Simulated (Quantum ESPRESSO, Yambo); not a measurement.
# CuI (Marshite): G0W0 with Yambo, start to end, part 2 of 3

Wanted: ground state, empty states, screening and self-energy for CuI (Marshite).

Quantum ESPRESSO 7.5 and Yambo 5.3.0; PBE and many-body steps on it, plane waves. Known limits of the many-body steps: not at the basis limit; d shell near the gap, gap tends to lie low; no spin-orbit coupling.

So far. Step 2 (Ground state): The gap is direct, at Γ. Step 3 (Bands along the symmetry lines): The gap is 1.096 eV, as in the run before at this level.

The database entry behind the starting cell differs from later determinations by our own check (about 0.15 % long (mineral sample)), so it need not match the best structure at ambient conditions.

In doubt: a PseudoDojo file used here is known to give poor structures and forces, which bears on pressures, cells, forces and phonons.

## 4. Empty states on the mesh, 4×4×4 mesh, 522 bands

Level of this step: DFT, PBE, plane waves, norm-conserving pseudopotentials (Quantum ESPRESSO).

The sums over transitions need many empty states on a uniform mesh; this step solves for them.

File pw.in:

```
&control
  calculation = 'nscf'
  prefix = 'x'
  outdir = 'o'
  pseudo_dir = 'pseudo'
/
&system
  ibrav = 0
  nat = 2
  ntyp = 2
  ecutwfc = 84.0
  nbnd = 522
  force_symmorphic = .true.
/
&electrons
  conv_thr = 1e-9
  electron_maxstep = 80
  diago_full_acc = .true.
  diago_thr_init = 5e-6
/
ATOMIC_SPECIES
  Cu 63.546 Cu.upf
  I 126.9 I.upf
CELL_PARAMETERS angstrom
  0.0000000000 3.0315000000 3.0315000000
  3.0315000000 0.0000000000 3.0315000000
  3.0315000000 3.0315000000 0.0000000000
ATOMIC_POSITIONS crystal
  Cu 0.2500000000 0.2500000000 0.2500000000
  I 0.0000000000 0.0000000000 0.0000000000
K_POINTS automatic
  4 4 4 0 0 0
```

The run is started by

```console
> OMP_NUM_THREADS=1 mpirun -n 4 pw.x -nk 4 -in pw.in > pw.out
```

What it wrote:

```text
[banner, memory and clock lines left out]
Program PWSCF v.7.5 starts

     Atomic positions and unit cell read from directory:
     o/x.save/

     Message from routine setup:
     using ibrav=0 with symmetry is DISCOURAGED, use correct ibrav instead

     G-vector sticks info

     bravais-lattice index     =            0
     lattice parameter (alat)  =       8.1016  a.u.
     unit-cell volume          =     376.0099 (a.u.)^3
     number of atoms/cell      =            2
     number of atomic types    =            2
     number of electrons       =        44.00
     number of Kohn-Sham states=          522
     kinetic-energy cutoff     =      84.0000  Ry
     charge density cutoff     =     336.0000  Ry
     Exchange-correlation= PBE
                           (   1   4   3   4   0   0   0)

     celldm(1)=   8.101612  celldm(2)=   0.000000  celldm(3)=   0.000000
     celldm(4)=   0.000000  celldm(5)=   0.000000  celldm(6)=   0.000000

     crystal axes: (cart. coord. in units of alat)
               a(1) = (   0.000000   0.707107   0.707107 )
               a(2) = (   0.707107   0.000000   0.707107 )
               a(3) = (   0.707107   0.707107   0.000000 )

     reciprocal axes: (cart. coord. in units 2 pi/alat)
               b(1) = ( -0.707107  0.707107  0.707107 )
               b(2) = (  0.707107 -0.707107  0.707107 )
               b(3) = (  0.707107  0.707107 -0.707107 )
     Pseudo is Norm-conserving + core correction, Zval = 19.0
     Generated using ONCVPSP code by D. R. Hamann
     Using radial grid of 1492 points,  6 beta functions with:
     Pseudo is Norm-conserving + core correction, Zval = 25.0
     Generated using ONCVPSP code by D. R. Hamann
     Using radial grid of 1188 points,  8 beta functions with:
     Cu               19.00    63.54600     Cu( 1.00)
     I                25.00   126.90000     I ( 1.00)

     24 Sym. Ops. (no inversion) found

   Cartesian axes

     site n.     atom                  positions (alat units)
         1        Cu     tau(   1) = (   0.3535534   0.3535534   0.3535534  )
         2        I      tau(   2) = (   0.0000000   0.0000000   0.0000000  )

     number of k points=     8
                       cart. coord. in units 2pi/alat
        k(    1) = (   0.0000000   0.0000000   0.0000000), wk =   0.0312500
        k(    2) = (   0.1767767   0.1767767  -0.1767767), wk =   0.2500000
        k(    3) = (  -0.3535534  -0.3535534   0.3535534), wk =   0.1250000
[...]
k(    7) = (  -0.7071068   0.0000000   0.0000000), wk =   0.0937500
        k(    8) = (  -0.7071068   0.3535534   0.0000000), wk =   0.1875000

     Dense  grid:    39189 G-vectors     FFT dimensions: (  48,  48,  48)

     The potential is recalculated from file :
     o/x.save/charge-density

     Starting wfcs are   23 randomized atomic wfcs +  499 random wfcs

     Band Structure Calculation

     End of band structure calculation

          k = 0.0000 0.0000 0.0000 (  4909 PWs)   bands (ev):

  -167.0560-113.9828-113.9828-113.9828-102.3482 -59.7749 -59.7749 -59.7749
   -36.5976 -36.5976 -36.5952 -36.5952 -36.5952  -4.8943   5.5003   5.5003
     5.5003   7.3186   7.3186   9.1591   9.1591   9.1591  10.2556  14.0271
    14.0271  14.0271  17.2831  18.8735  18.8735  19.9487  19.9487  19.9487
[...]
[... 54 further rows ...]
[...]
242.4168 242.4168

          k = 0.1768 0.1768-0.1768 (  4873 PWs)   bands (ev):

  -167.0560-113.9828-113.9828-113.9828-102.3482 -59.7748 -59.7748 -59.7748
[...]
[... 54 further rows ...]
[...]
247.5553 247.5553

          k =-0.3536-0.3536 0.3536 (  4910 PWs)   bands (ev):

  -167.0560-113.9828-113.9828-113.9828-102.3482 -59.7749 -59.7749 -59.7749
[...]
56.0990  57.0435  57.0435  57.2285  60.2286  60.2286  60.8490  60.8490
     [... 54 further rows ...]
   245.5165 245.7983 245.8794 245.8794 247.0435 247.8433 247.8433 248.8994
   248.9200 248.9200

          k = 0.3536 0.0000 0.0000 (  4865 PWs)   bands (ev):

     [... further k-points ...]

     highest occupied, lowest unoccupied level (ev):     9.1591   10.2556

     XML data file, pseudopotentials, collected wavefunctions
```

It took 2.1 min on 4 MPI ranks of Intel Xeon Platinum 8259CL at 2.50GHz (Skylake/Cascade Lake), shared host; peak memory 1.2 GiB.

This step gave:

* gap: 1.096 eV
* k of the valence top: 0, 0, 0
* k of the conduction bottom: 0, 0, 0
* least direct gap: 1.096 eV
* k points computed: 8
* lowest point of the top converged band, above the valence top: 233.2576 eV

On this mesh the gap is 1.096 eV.

## 5. Conversion and set-up

This step: Yambo 5.3.0; conversion and set-up on PBE, plane waves, norm-conserving pseudopotentials.

The states are converted to the many-body program's format and the q mesh is built.

The run is started by

```console
> (cd o/x.save; p2y > p2y.log; mv SAVE ../..); yambo > setup.log
```

What it wrote:

```text
 Yambo, version 5.3.0

 [02] CORE Variables Setup
 =========================

  [02.01] Unit cells
  ==================

  Cell kind             :  FCC
  Atoms in the cell     :  Cu  I
  number of Cu atoms    :  1
  number of I  atoms    :  1

  List of atomic masses
  Mass of Cu    :  63.54600
  Mass of I     :  126.9000

  List of atomic coordinates    : [cc]
  Cu1       :  2.864352  2.864352  2.864352  order 1
  I1       :  0.000000  0.000000  0.000000  order 2

  Alat factors          :  5.728705  5.728705  5.728705 [a.u.]
  Direct lattice volume :  376.0099 [a.u.]
  Direct lattice vectors:  A[ 1 ]  A[ 2 ]  A[ 3 ]
   A[ 1 ]:  0.000000  1.000000  1.000000  [iru]
   0.000000  5.728705  5.728705  [cc]
   A[ 2 ]:  1.000000  0.000000  1.000000  [iru]
   5.728705  0.000000  5.728705  [cc]
   A[ 3 ]:  1.000000  1.000000  0.000000  [iru]
   5.728705  5.728705  0.000000  [cc]

  Recip. lattice volume :  0.659691 [a.u.]
  Recip. lattice vectors:  B[ 1 ]  B[ 2 ]  B[ 3 ]
   B[ 1 ]: -0.500000  0.500000  0.500000  [iku]
  -0.548395  0.548395  0.548395  [cc]
   B[ 2 ]:  0.500000 -0.500000  0.500000  [iku]
   0.548395 -0.548395  0.548395  [cc]
   B[ 3 ]:  0.500000  0.500000 -0.500000  [iku]
   0.548395  0.548395 -0.548395  [cc]

  [02.02] Symmetries
  ==================

  Inversion symmetry    : yes
  Spatial inversion     : no
  Inversion index       :  25
  K-space Time-reversal : yes
  Magnetic symmetries   : no
  Time-reversal derived K-space symmetries:   25   48
  Group table correct   : yes
  Symmetries units      :  [cc]

   [S  1]:   1.0000     -0.38050E-17 -0.38050E-17 -0.38050E-17   1.0000      0.38050E-17  0.38050E-17  0.38050E-17   1.0000
   [S  2]:  -1.0000      0.38050E-17 -0.38050E-17  0.38050E-17  -1.0000      0.38050E-17 -0.38050E-17 -0.38050E-17   1.0000
   [S  3]:  -1.0000     -0.38050E-17  0.38050E-17  0.38050E-17   1.0000     -0.38050E-17 -0.38050E-17  0.38050E-17  -1.0000
[...]
[S  9]: -0.38050E-17   1.0000     -0.38050E-17  0.38050E-17 -0.38050E-17   1.0000       1.0000      0.38050E-17  0.38050E-17
   [S 10]: -0.38050E-17  -1.0000      0.38050E-17  0.38050E-17  0.38050E-17  -1.0000       1.0000     -0.38050E-17 -0.38050E-17
     [... 36 further rows ...]
   [S*47]:   1.0000     -0.38050E-17  0.38050E-17 -0.38050E-17  0.38050E-17  -1.0000      0.38050E-17   1.0000     -0.38050E-17
   [S*48]:   1.0000      0.38050E-17 -0.38050E-17 -0.38050E-17 -0.38050E-17   1.0000      0.38050E-17  -1.0000      0.38050E-17

  [02.03] Reciprocal space
  ========================

  nG shells         :   375
  nG charge         :   39189
  nG WFs            :   5904
  nC WFs            :   4916
  G-vecs. in first 37 shells:  [ Number ]
     1    9   15   27   51   59   65   89  113
    137   169   181   229   259   283   307   331   339
    387   411   459   531   537   561   609   645   701
[...]
1139
  ...
[...]
K/Q-points units:
  rlu = crystal or reduced units; cc = cartesian coordinates; iku = interal k-units

  K [1]          [rlu]:  0.000000  0.000000  0.000000
         WF components:   4909
  K [2]          [rlu]:  0.67262E-17  0.67262E-17  0.25000
         WF components:   4873
  K [3]          [rlu]: -0.13452E-16 -0.13452E-16 -0.50000
         WF components:   4910
  K [4]          [rlu]:  0.36222E-17  0.25000      0.25000
         WF components:   4865
  K [5]          [rlu]:  0.75770E-17  0.25000     -0.50000
         WF components:   4893
  [... 2 further k-points ...]
  K [8]          [rlu]:  0.250000 -0.500000 -0.250000
         WF components:   4916

  [02.05] Energies & Occupations
  ==============================

  [X] === General ===
  [X] Electronic Temperature                        :  0.000000  0.000000 [eV K]
  [X] Bosonic    Temperature                        :  0.000000  0.000000 [eV K]
  [X] Finite Temperature mode                       : no
  [X] El. density                                   :  0.78968E+24 [cm-3]
  [X] Fermi Level                                   :  9.159113 [eV]

  [X] === Gaps and Widths ===
  [X] Conduction Band Min                           :  1.096441 [eV]
  [X] Valence Band Max                              :  0.000000 [eV]
  [X] Filled Bands                                  :  22
  [X] Empty Bands                                   :    23   522
  [X] Direct Gap                                    :  1.096441 [eV]
  [X] Direct Gap localized at k                     :  1
  [X] Indirect Gap                                  :  1.096441 [eV]
  [X] Indirect Gap between kpts                     :  1  1
  [X] Last valence band width                       :  1.487453 [eV]
  [X] 1st conduction band width                     :  3.372476 [eV]

  E @ K [1]:  [eV]
  -176.2151 -123.1419 -123.1419 -123.1419 -111.5073  -68.9340  -68.9340  -68.9340
  -45.75667 -45.75667 -45.75435 -45.75435 -45.75435 -14.05338  -3.65882  -3.65882
   -3.6588      -1.8405      -1.8405     -0.40830E-11 -0.14833E-11   0.0000       1.0964       4.8680
[...]
occ @ K [1]
[...]
E @ K [2]:  [eV]
[...]
occ @ K [2]
[...]
E @ K [3]:  [eV]
[...]
occ @ K [3]
[...]
E @ K [4]:  [eV]
[...]
occ @ K [4]
[...]
E @ K [5]:  [eV]
[...]
occ @ K [5]
[...]
[... 2 further k-points ...]
  E @ K [8]:  [eV]
[...]
occ @ K [8]
[...]
0.000000  0.000000  0.000000  0.000000  0.000000  0.000000  0.000000  0.000000
   0.000000  0.000000  0.000000  0.000000  0.000000  0.000000  0.000000  0.000000

 [03] Transferred momenta grid and indexing
 ==========================================

 IBZ Q-points                                      :   8
 BZ  Q-points                                      :   64

 K/Q-points units:
 rlu = crystal or reduced units; cc = cartesian coordinates; iku = interal k-units

 Q [1]          [rlu]:  0.000000  0.000000  0.000000
 Q [2]          [rlu]:  0.42768E-17  0.42768E-17  0.25000
 Q [3]          [rlu]: -0.85536E-17 -0.85536E-17 -0.50000
[...]
Q [7]          [rlu]: -0.72444E-17 -0.50000     -0.50000
 Q [8]          [rlu]:  0.250000 -0.500000 -0.250000

  [03.01] X indexes
  =================

   [03.01.01] Sigma indexes
   ========================

 [06] Game Over & Game summary
```

Elapsed: 5.8 s, on 1 MPI rank; peak memory 0.26 GiB.

(Part 2 of 3 ends here.)

[Paths, hosts, dates, memory and timing lines, banners, echoed tables and standing remarks are left out of the program output.]

[Logs are printed without paths, hosts, clocks, repeated set-up lines and the standing remarks that a program may print on its own settings, such as how far it seeks lower states.]

[Runs of the session that timed out or met a known fault of the program may be left out.]

[Hosts, paths, dates, database ids (printed as entryN), source tags and the programs' standing remarks are cut or masked in the printed files.]
